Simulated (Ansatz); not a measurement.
Here is an Ansatz 0.2.0 calculation.

input.yaml

```yaml
crystal:
  lattice:
    - [0.0, 1.813001, 1.813001]
    - [1.813001, 0.0, 1.813001]
    - [1.813001, 1.813001, 0.0]
  atoms:
    - { symbol: "N", position: [0.25, 0.25, 0.25] }
    - { symbol: B, position: [0.0, 0.0, 0.0] }
hamiltonian:
  xc: pbe
  pseudopotentials: { kind: paw }
kpoints:
  mp_grid: { grid: [13, 13, 13] }
scf:
  occupations: { method: gaussian, width: 0.019 }
output:
  forces: true
  stress: true
  eigenvalues: true
  write_density: true
  write_potential: true
  elf: true
  volumetric_format: npy
```

Potentials or basis: Ansatz PAW.

Command:

```bash
$ ansatz run input.yaml --threads 2 --pin off --max-ram 5632MiB --backend cpu --events-out ev --progress --plain --runs-dir out
```

(1) Estimate the band gap on the k mesh.

(2) Predict the pressure.

Answers

(1) 4.54 eV, indirect (least direct gap 8.79 eV).

(2) -0.4 GPa.

Caveat: odd divisions of the mesh miss points on the zone boundary, where band edges often lie, so the gap on the mesh can be too wide; the pressure holds a Pulay correction of +1.1 GPa for the finite cutoff.

The gap isn't set beside the measured one, since this odd mesh misses points on the zone boundary.
